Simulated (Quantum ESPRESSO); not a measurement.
# MoP (P-6m2) in Quantum ESPRESSO: convergence with density cutoff

Aim: find how far density cutoff must go before the results for MoP settle, at PBE. This setting moves, with any that are tied to it; all else stays.

Everything below comes from runs of Quantum ESPRESSO 7.5. Logs are shortened: lines on timing, memory, paths and dates and some standing lists are left out, and cuts for length are marked.

## 1. The structure

Symmetry: P-6m2, No. 187, hexagonal system. Conventional cell: a = 3.223 Å, b = 3.223 Å, c = 3.191 Å, α = 90.00°, β = 90.00°, γ = 120.00°. Mo (site symmetry -6m2) has 6 P at 2.45 Å as nearest neighbours. Around P (site symmetry -6m2) lie 6 Mo at 2.45 Å.

## 2. With density cutoff 180 Ry

Input file pw.in:

```
&CONTROL
  calculation = 'scf'
  prefix = 'pwscf'
  outdir = './tmp'
  pseudo_dir = './pseudo'
  tprnfor = .true.
  tstress = .true.
  disk_io = 'nowf'
/
&SYSTEM
  ibrav = 0
  nat = 2
  ntyp = 2
  ecutwfc = 45
  ecutrho = 180
  nbnd = 16
  occupations = 'smearing'
  smearing = 'mp'
  degauss = 0.00367493
/
&ELECTRONS
  conv_thr = 4d-10
  electron_maxstep = 120
  mixing_beta = 0.5
/
ATOMIC_SPECIES
Mo    95.9500 mo_pbe_v1.uspp.F.UPF
P     30.9738 p_pbe_v1.5.uspp.F.UPF
CELL_PARAMETERS angstrom
   3.2230000000    0.0000000000    0.0000000000
  -1.6115000000    2.7911998764    0.0000000000
   0.0000000000    0.0000000000    3.1910000000
ATOMIC_POSITIONS crystal
Mo     0.0000000000    0.0000000000    0.0000000000
P      0.3333333333    0.6666666667    0.5000000000
K_POINTS automatic
10 10 8 0 0 0
```

Potentials or basis: GBRV 1.5 PBE.

The run is started by

```console
OMP_NUM_THREADS=1 pw.x -in pw.in > pw.out
```

pw.out:

```text
This program is part of the open-source Quantum ESPRESSO suite
     for quantum simulation of materials; please cite
[... 9 lines left out ...]
     --------------------
     sticks:   dense  smooth     PW     G-vecs:    dense   smooth      PW
     Sum         451     451    151                 7831     7831    1389

     Using Slab Decomposition

     bravais-lattice index     =            0
     lattice parameter (alat)  =       6.0906  a.u.
     unit-cell volume          =     193.7201 (a.u.)^3
     number of atoms/cell      =            2
     number of atomic types    =            2
     number of electrons       =        19.00
     number of Kohn-Sham states=           16
     kinetic-energy cutoff     =      45.0000  Ry
     charge density cutoff     =     180.0000  Ry
     scf convergence threshold =      4.0E-10
     mixing beta               =       0.5000
     number of iterations used =            8  plain     mixing
     Exchange-correlation=  SLA  PW   PBX  PBC
                           (   1   4   3   4   0   0   0)

     celldm(1)=   6.090587  celldm(2)=   0.000000  celldm(3)=   0.000000
     celldm(4)=   0.000000  celldm(5)=   0.000000  celldm(6)=   0.000000

     crystal axes: (cart. coord. in units of alat)
               a(1) = (   1.000000   0.000000   0.000000 )
               a(2) = (  -0.500000   0.866025   0.000000 )
               a(3) = (   0.000000   0.000000   0.990071 )

     reciprocal axes: (cart. coord. in units 2 pi/alat)
               b(1) = (  1.000000  0.577350 -0.000000 )
               b(2) = (  0.000000  1.154701  0.000000 )
               b(3) = (  0.000000 -0.000000  1.010028 )

     PseudoPot. # 1 for Mo read from file:
     mo_pbe_v1.uspp.F.UPF
     Pseudo is Ultrasoft + core correction, Zval = 14.0
     Generated by new atomic code, or converted to UPF format
     Using radial grid of  889 points,  6 beta functions with:
                l(1) =   0
                l(2) =   0
                l(3) =   1
                l(4) =   1
                l(5) =   2
                l(6) =   2
     Q(r) pseudized with  6 coefficients,  rinner =    1.000   1.000   1.000
                                                       1.000   1.000

     PseudoPot. # 2 for P  read from file:
     p_pbe_v1.5.uspp.F.UPF
     Pseudo is Ultrasoft + core correction, Zval =  5.0
     Generated by new atomic code, or converted to UPF format
     Using radial grid of  903 points,  6 beta functions with:
                l(1) =   0
                l(2) =   0
                l(3) =   1
                l(4) =   1
                l(5) =   2
                l(6) =   2
     Q(r) pseudized with  8 coefficients,  rinner =    1.300   1.300   1.300
                                                       1.300   1.300

     atomic species   valence    mass     pseudopotential
     Mo               14.00    95.95000     Mo( 1.00)
     P                 5.00    30.97380     P ( 1.00)

     12 Sym. Ops. (no inversion) found

   Cartesian axes

     site n.     atom                  positions (alat units)
         1        Mo     tau(   1) = (   0.0000000   0.0000000   0.0000000  )
         2        P      tau(   2) = (  -0.0000000   0.5773503   0.4950357  )

     number of k points=    70  Methfessel-Paxton smearing, width (Ry)=  0.0037
                       cart. coord. in units 2pi/alat
        k(    1) = (   0.0000000   0.0000000   0.0000000), wk =   0.0025000
        k(    2) = (   0.0000000   0.0000000   0.1262535), wk =   0.0050000
        k(    3) = (   0.0000000   0.0000000   0.2525071), wk =   0.0050000
        k(    4) = (   0.0000000   0.0000000   0.3787606), wk =   0.0050000
        k(    5) = (   0.0000000   0.0000000  -0.5050141), wk =   0.0025000
        k(    6) = (   0.0000000   0.1154701   0.0000000), wk =   0.0150000
[... 62 lines left out ...]
        k(   69) = (   0.3000000   0.5196152   0.3787606), wk =   0.0300000
        k(   70) = (   0.3000000   0.5196152  -0.5050141), wk =   0.0150000

     Dense  grid:     7831 G-vectors     FFT dimensions: (  25,  25,  25)

     Check: negative core charge=   -0.000002

     Initial potential from superposition of free atoms

     starting charge      18.9988, renormalised to      19.0000
     Starting wfcs are   17 randomized atomic wfcs

     Self-consistent Calculation

     iteration #  1     ecut=    45.00 Ry     beta= 0.50
     Davidson diagonalization with overlap
     ethr =  1.00E-02,  avg # of iterations =  4.1

     Threshold (ethr) on eigenvalues was too large:
     Diagonalizing with lowered threshold

     Davidson diagonalization with overlap
     ethr =  1.16E-04,  avg # of iterations =  3.9

     total energy              =    -154.95467580 Ry
     estimated scf accuracy    <       0.02472982 Ry

     iteration #  2     ecut=    45.00 Ry     beta= 0.50
     Davidson diagonalization with overlap
     ethr =  1.30E-04,  avg # of iterations =  1.8

     total energy              =    -154.95629749 Ry
     estimated scf accuracy    <       0.00650659 Ry

     iteration #  3     ecut=    45.00 Ry     beta= 0.50
     Davidson diagonalization with overlap
     ethr =  3.42E-05,  avg # of iterations =  1.8

     total energy              =    -154.95729511 Ry
     estimated scf accuracy    <       0.00176583 Ry
[... 19 lines left out ...]
     total energy              =    -154.95754701 Ry
     estimated scf accuracy    <       0.00000008 Ry

     iteration #  7     ecut=    45.00 Ry     beta= 0.50
     Davidson diagonalization with overlap
     ethr =  4.16E-10,  avg # of iterations =  2.8

     total energy              =    -154.95754703 Ry
     estimated scf accuracy    <          3.9E-09 Ry

     iteration #  8     ecut=    45.00 Ry     beta= 0.50
     Davidson diagonalization with overlap
     ethr =  2.08E-11,  avg # of iterations =  3.3

     End of self-consistent calculation

          k = 0.0000 0.0000 0.0000 (   997 PWs)   bands (ev):

   -43.8428 -17.9977 -17.7767 -17.7767   3.4485  13.2020  14.0815  14.0815
    16.6637  17.6502  17.6502  21.5033  21.5033  22.9309  26.3083  26.3092

          k = 0.0000 0.0000 0.1263 (  1003 PWs)   bands (ev):

   -43.8399 -18.0415 -17.7730 -17.7730   3.7001  12.8689  14.1977  14.1977
    16.6019  17.0765  17.0765  21.8851  21.8851  23.1402  26.1560  26.1560

          k = 0.0000 0.0000 0.2525 (   985 PWs)   bands (ev):

   -43.8326 -18.1461 -17.7637 -17.7637   4.3971  11.7418  14.4857  14.4857
    16.1678  16.1678  17.0622  21.6390  21.6390  23.6845  27.1472  27.1472

          k = 0.0000 0.0000 0.3788 (  1003 PWs)   bands (ev):

   -43.8255 -18.2491 -17.7546 -17.7546   5.3330  10.3036  14.6825  14.6825
    15.7066  15.7066  18.0905  20.7498  20.7498  24.4694  27.5269  29.4035
[... 93 lines left out ...]
   -43.8037 -18.0907 -18.0619 -17.8339   6.0023  10.7486  12.7127  13.9977
    15.2486  18.0339  18.7736  21.0114  21.1848  23.9338  26.2136  28.9811

          k = 0.0000 0.4619 0.3788 (   980 PWs)   bands (ev):

   -43.7968 -18.1831 -18.0463 -17.8237   6.1719  10.9766  12.5183  13.3070
    15.7320  18.2746  18.7009  21.1355  22.7616  23.0151  25.2853  27.4476

          k = 0.0000 0.4619-0.5050 (   974 PWs)   bands (ev):

   -43.7940 -18.2212 -18.0397 -17.8194   6.2280  11.1717  12.3426  13.0672
    15.8449  18.3595  19.2384  20.5657  23.3609  23.7262  24.1684  26.3732

          k = 0.0000-0.5774 0.0000 (   986 PWs)   bands (ev):

   -43.8102 -18.1173 -17.9513 -17.8557   6.0834  10.1280  13.4398  13.6501
    16.0999  16.9525  19.1000  19.7427  22.0156  23.4904  25.7398  29.1002

          k = 0.0000-0.5774 0.1263 (   982 PWs)   bands (ev):

   -43.8074 -18.1103 -17.9904 -17.8514   6.1420  10.1979  12.9230  14.4494
    15.0284  17.9760  19.4316  19.4699  21.3367  24.1166  25.9229  28.5726

          k = 0.0000-0.5774 0.2525 (   988 PWs)   bands (ev):

   -43.8006 -18.0938 -18.0837 -17.8412   6.2430  10.4140  12.6735  13.9128
    15.4064  18.5714  18.7904  20.7820  20.9748  23.8372  25.9900  28.6648

          k = 0.0000-0.5774 0.3788 (   976 PWs)   bands (ev):

   -43.7938 -18.1761 -18.0764 -17.8309   6.2820  10.8451  12.4217  13.1942
    16.1210  18.7375  18.7602  20.9506  22.6242  23.0271  24.3992  27.2266

          k = 0.0000-0.5774-0.5050 (   960 PWs)   bands (ev):

   -43.7909 -18.2138 -18.0693 -17.8266   6.2800  11.2454  12.0883  12.9475
    16.3398  18.8170  19.2188  20.9253  22.4400  23.5578  24.0479  25.6711

          k = 0.1000 0.1732 0.0000 (   985 PWs)   bands (ev):

   -43.8341 -17.9852 -17.8675 -17.8004   3.9828  12.6479  13.9817  14.5039
    15.0744  17.4108  19.6733  19.8864  20.5709  24.5793  25.6811  27.8006

          k = 0.1000 0.1732 0.1263 (   993 PWs)   bands (ev):

   -43.8312 -18.0280 -17.8627 -17.7965   4.2037  12.7155  13.5961  14.4085
    15.1447  16.8536  19.0840  20.5789  21.2237  24.7475  25.7148  27.2687

          k = 0.1000 0.1732 0.2525 (   993 PWs)   bands (ev):

   -43.8241 -18.1297 -17.8515 -17.7870   4.8021  11.9650  13.4352  14.3801
    15.3718  16.2237  18.4279  20.9449  21.8979  25.4527  25.7316  27.2245
[... 173 lines left out ...]
   -43.7972 -18.0775 -18.0254 -17.9547   6.4905  11.1802  12.1934  12.5534
    15.7266  18.5523  19.2598  19.9012  22.3932  24.5827  26.2189  28.4438

          k = 0.3000 0.5196 0.3788 (   982 PWs)   bands (ev):

   -43.7904 -18.1684 -18.0099 -17.9420   6.5117  10.7727  11.8506  13.4497
    15.9106  18.9021  20.2487  20.7683  21.9722  22.7767  24.4481  27.7232

          k = 0.3000 0.5196-0.5050 (   980 PWs)   bands (ev):

   -43.7876 -18.2056 -18.0034 -17.9367   6.5164  10.6067  11.6488  14.0914
    15.9862  18.9850  20.6354  20.9200  21.8664  22.9484  22.9853  27.3416

     the Fermi energy is    17.3748 ev

!    total energy              =    -154.95754703 Ry
     estimated scf accuracy    <          7.8E-11 Ry
     smearing contrib. (-TS)   =       0.00000479 Ry
     internal energy E=F+TS    =    -154.95755182 Ry

     The total energy is F=E-TS. E is the sum of the following terms:
     one-electron contribution =     -27.84301521 Ry
     hartree contribution      =      24.80225485 Ry
     xc contribution           =     -25.49913982 Ry
     ewald contribution        =    -126.41765164 Ry

     convergence has been achieved in   8 iterations

     Forces acting on atoms (cartesian axes, Ry/au):

     atom    1 type  1   force =     0.00000000    0.00000000    0.00000000
     atom    2 type  2   force =     0.00000000    0.00000000    0.00000000

     Total force =     0.000000     Total SCF correction =     0.000000

     Computing stress (Cartesian axis) and pressure

          total   stress  (Ry/bohr**3)                   (kbar)     P=       21.25
   0.00016477   0.00000000   0.00000000           24.24        0.00        0.00
   0.00000000   0.00016477  -0.00000000            0.00       24.24       -0.00
   0.00000000  -0.00000000   0.00010381            0.00       -0.00       15.27

=------------------------------------------------------------------------------=
   JOB DONE.
=------------------------------------------------------------------------------=
```

Wall time 14 s (1 thread of Arm Neoverse V1, shared host); peak memory 0.07 GiB.

What came out:

* Free energy: -2108.3048 eV
* Pressure: 2.1 GPa
* Band gap on the k mesh: none (metal or under the smearing width)

## 3. With density cutoff 225 Ry

pw.in: that of step 2 with these lines changed.

```diff
@@ -14,3 +14,3 @@
   ecutwfc = 45
-  ecutrho = 180
+  ecutrho = 225
   nbnd = 16
```

Potentials or basis: GBRV 1.5 PBE.

The run is started by

```console
OMP_NUM_THREADS=1 pw.x -in pw.in > pw.out
```

Wall time 14 s (1 thread of Arm Neoverse V1, shared host); peak memory 0.08 GiB.

Results:

* Free energy: -2108.3058 eV
* Pressure: 2.1 GPa
* Band gap on the k mesh: none (metal or under the smearing width)

## 4. With density cutoff 270 Ry

pw.in: that of step 3 with these lines changed.

```diff
@@ -14,3 +14,3 @@
   ecutwfc = 45
-  ecutrho = 225
+  ecutrho = 270
   nbnd = 16
```

The run is started by

```console
OMP_NUM_THREADS=1 pw.x -in pw.in > pw.out
```

Run time: 16 s. Hardware: 1 thread of Arm Neoverse V1, shared host; peak memory 0.09 GiB.

Results:

- Free energy: -2108.3032 eV
- Pressure: 2.1 GPa
- Band gap on the k mesh: none (metal or under the smearing width)

## 5. With density cutoff 315 Ry

pw.in: that of step 4 with these lines changed.

```diff
@@ -14,3 +14,3 @@
   ecutwfc = 45
-  ecutrho = 270
+  ecutrho = 315
   nbnd = 16
```

The run is started by

```console
OMP_NUM_THREADS=1 pw.x -in pw.in > pw.out
```

Run time: 17 s. Hardware: 1 thread of Arm Neoverse V1, shared host; peak memory 0.11 GiB.

What came out:

| Property | Result |
| --- | --- |
| Free energy | -2108.3032 eV |
| Pressure | 2.1 GPa |
| Band gap on the k mesh | none (metal or under the smearing width) |

## 6. With density cutoff 360 Ry

pw.in: that of step 5 with these lines changed.

```diff
@@ -14,3 +14,3 @@
   ecutwfc = 45
-  ecutrho = 315
+  ecutrho = 360
   nbnd = 16
```

Potentials or basis: GBRV 1.5 PBE.

The run is started by

```console
OMP_NUM_THREADS=1 pw.x -in pw.in > pw.out
```

It took 18 s on 1 thread of Arm Neoverse V1, shared host; peak memory 0.12 GiB.

Results (log left out):

```yaml
Free_energy: -2108.3031 eV
Pressure: 2.1 GPa
Band_gap_on_the_k_mesh: none (metal or under the smearing width)
```

## 7. With density cutoff 450 Ry

pw.in: that of step 6 with these lines changed.

```diff
@@ -14,3 +14,3 @@
   ecutwfc = 45
-  ecutrho = 360
+  ecutrho = 450
   nbnd = 16
```

The run is started by

```console
OMP_NUM_THREADS=1 pw.x -in pw.in > pw.out
```

Run time: 19 s. Hardware: 1 thread of Arm Neoverse V1, shared host; peak memory 0.15 GiB.

It converged, with:

```
Free energy            : -2108.3031 eV
Pressure               : 2.1 GPa
Band gap on the k mesh : none (metal or under the smearing width)
```

## 8. With density cutoff 540 Ry

pw.in: that of step 7 with these lines changed.

```diff
@@ -14,3 +14,3 @@
   ecutwfc = 45
-  ecutrho = 450
+  ecutrho = 540
   nbnd = 16
```

The run is started by

```console
OMP_NUM_THREADS=1 pw.x -in pw.in > pw.out
```

Wall time 21 s (1 thread of Arm Neoverse V1, shared host); peak memory 0.19 GiB.

The run converged. Its results:

```
Free energy            : -2108.3030 eV
Pressure               : 2.1 GPa
Band gap on the k mesh : none (metal or under the smearing width)
```

## 9. With density cutoff 720 Ry

pw.in: that of step 8 with these lines changed.

```diff
@@ -14,3 +14,3 @@
   ecutwfc = 45
-  ecutrho = 540
+  ecutrho = 720
   nbnd = 16
```

Potentials or basis: GBRV 1.5 PBE.

The run is started by

```console
OMP_NUM_THREADS=1 pw.x -in pw.in > pw.out
```

Wall time 25 s (1 thread of Arm Neoverse V1, shared host); peak memory 0.27 GiB.

It converged, with:

```
Free energy            : -2108.3029 eV
Pressure               : 2.1 GPa
Band gap on the k mesh : none (metal or under the smearing width)
```

## 10. The series at a glance

| density cutoff | energy less the tightest run, at zero smearing (meV/atom) | pressure (GPa) | SCF cycles | CPU time (s) | peak memory (GiB) |
| --- | --- | --- | --- | --- | --- |
| 180 Ry | -0.94 | 2.12 | 8 | 14 | 0.07 |
| 225 Ry | -1.43 | 2.11 | 8 | 14 | 0.08 |
| 270 Ry | -0.12 | 2.07 | 8 | 16 | 0.09 |
| 315 Ry | -0.15 | 2.05 | 8 | 16 | 0.11 |
| 360 Ry | -0.08 | 2.06 | 8 | 18 | 0.12 |
| 450 Ry | -0.07 | 2.05 | 8 | 19 | 0.15 |
| 540 Ry | -0.01 | 2.05 | 8 | 21 | 0.19 |
| 720 Ry | 0.00 | 2.05 | 8 | 25 | 0.27 |

Against the tightest run, the energy stays within 1 meV/atom from 270 Ry on; the pressure stays within 0.1 GPa from 180 Ry on. The tightest run that finished is the yardstick and may itself not be fully converged.
